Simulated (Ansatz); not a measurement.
# Platinum, beta-Sn type under PBE: ground state and equation of state

Aim: take platinum in the beta-Sn type structure, relax it, solve it on a dense k-mesh, then scale the cell to 7 volumes from 88 to 112 % of the relaxed one and try a fit of the equation of state. The start is ferromagnetic. The k-meshes are 13×13×9 for the relaxation; 20×20×14 for the dense run; 14×14×10 for the volumes.

Method: DFT PBE, plane waves (420 eV) with PAW, scalar-relativistic, in Ansatz 0.2.0.

## (1) The system as given

The structure is tetragonal, space group I4_1/amd (No. 141). The conventional cell has a = 4.879 Å, b = 4.879 Å, c = 2.664 Å, α = 90.00°, β = 90.00°, γ = 90.00°. Around Pt (site symmetry -4m2) lie 6 Pt at 2.53 to 2.66 Å.

Coordinates:

```cif
data_structure
_symmetry_space_group_name_H-M 'I4_1/amd:1'
_symmetry_Int_Tables_number 141
_cell_length_a 4.8786
_cell_length_b 4.8786
_cell_length_c 2.6637
_cell_angle_alpha 90.000
_cell_angle_beta 90.000
_cell_angle_gamma 90.000
_cell_volume 63.40
loop_
_atom_site_label
_atom_site_type_symbol
_atom_site_symmetry_multiplicity
_atom_site_Wyckoff_symbol
_atom_site_fract_x
_atom_site_fract_y
_atom_site_fract_z
_atom_site_occupancy
Pt1 Pt 4 a 0.00000 0.00000 0.00000 1
```

The atoms start with moments of +1 ×2 μB.

## (2) Relaxing cell and atoms

Contents of input.yaml:

```yaml
crystal:
  lattice:
    - [-2.4392984224, 2.4392984224, 1.3318569387]
    - [2.4392984224, -2.4392984224, 1.3318569387]
    - [2.4392984224, 2.4392984224, -1.3318569387]
  atoms:
    - { symbol: Pt, position: [0.0, 0.0, 0.0], spin: 1.0 }
    - { symbol: Pt, position: [0.75, 0.25, 0.5], spin: 1.0 }
hamiltonian:
  xc: pbe
  pseudopotentials:
    kind: paw
    azcp:
      Pt: "pseudopotentials/Pt.paw.azcp"
basis:
  ecutwfc: 420
  fft_grid_basis: typed
kpoints:
  mp_grid: { grid: [13, 13, 9], shift: [0, 0, 0] }
magnetization:
  spin_polarized: true
scf:
  occupations: { method: fermi_dirac, width: 0.05 }
relax:
  max_steps: 60
  f_tol: 0.01
  cell: {}
```

Run with:

```console
$ ansatz run input.yaml --threads 2 --pin off --max-ram 6144MiB --backend cpu --events-out ev --progress --plain --runs-dir out
```

After this run come: Single point on a dense mesh; Equation of state: 88 %; Equation of state: 92 %; Equation of state: 96 %; Equation of state: 100 %; Equation of state: 104 %; Equation of state: 108 %; Equation of state: 112 %.

Q: Predict the outcome of this session. Wanted: space group; conventional cell; volume; shortest distance; gap on the mesh; magnetic state; relative to fcc; V₀, B₀, B₀′.

As calculated:

| quantity | value |
| --- | --- |
| space group (spins left aside) | Cmcm (No. 63) |
| conventional cell | a = 2.730 Å, b = 6.572 Å, c = 3.723 Å |
| volume | 16.700 Å³/atom |
| shortest distance | 2.626 Å |
| gap on the mesh | none (levels filled in part) |
| magnetic state | non-magnetic |
| relative to fcc | +153 meV/atom |
| V₀, B₀, B₀′ | 16.690 Å³/atom, 221 GPa, 5.4 |

**Reading.** The relaxation enlarged the cell by 5.4 % in volume. The cell has left its prototype: it ends as Cmcm. What follows belongs to that structure, not to the type named at the start. The mesh has less symmetry than the lattice, which may have let the distortion in. Against the reference form of platinum (fcc, computed apart with the same settings) it stands 153 meV/atom higher, so it is far from stable. The starting moments do not survive. No gap shows: it is a metal or semimetal at this level. The fitted modulus is 221 GPa; letting shape and positions relax at each volume could only lower it.
